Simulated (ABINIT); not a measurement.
Runs of ABINIT 10.8.3 (patched build) on Rh. It takes space group Fm-3m (No. 225, cubic). Conventional cell: a = 3.796 Å, b = 3.796 Å, c = 3.796 Å, α = 90.00°, β = 90.00°, γ = 90.00°. Around Rh (site symmetry m-3m) lie 12 Rh at 2.68 Å. 

| level | potentials or basis | cutoff (eV) | fine-grid cutoff | V0 of scaled cells (Å³/atom) | B0 (GPa) |
| --- | --- | --- | --- | --- | --- |
| PBE+D3(BJ) | JTH PAW PBE v2.0 | 435 | 870.764 eV | 13.64 | 277 |
| PBE+D2 | JTH PAW PBE v2.0 | 435 | 870.764 eV | (a) | (b) |
| PBE | JTH PAW PBE v2.0 | 435 | 870.764 eV | 14.05 | 251 |
| PBE | SPMS NC PBE v1.0 | 707 | - | 14.06 | 259 |
| PBE | PseudoDojo NC SR PBE v0.4 stringent | 1197 | - | 14.06 | 258 |
| PBE+D3 | JTH PAW PBE v2.0 | 435 | 870.764 eV | 13.63 | 277 |
| PBE | Ansatz NC PBE | 1252 | - | 14.04 | 258 |
| PBE | PseudoDojo NC SR PBE v0.5 standard | 1197 | - | 14.06 | 258 |
| PBE | SG15 NC PBE v1.2 | 952 | - | 14.05 | 258 |
| PBE | PseudoDojo NC SR PBE v0.4.1 standard | 1197 | - | 14.06 | 258 |
| PBE | PseudoDojo NC SR PBE v0.5 stringent | 1197 | - | 14.06 | 258 |

Alike in all rows: task equation of state; no spin polarisation; cell as given; k mesh 12 × 12 × 12; smearing fermi-dirac 0.05 eV.

Fill in the values left out.

(a) 13.49; (b) 266.

Caveats: pressures at fixed basis lie under the slope of the energies.
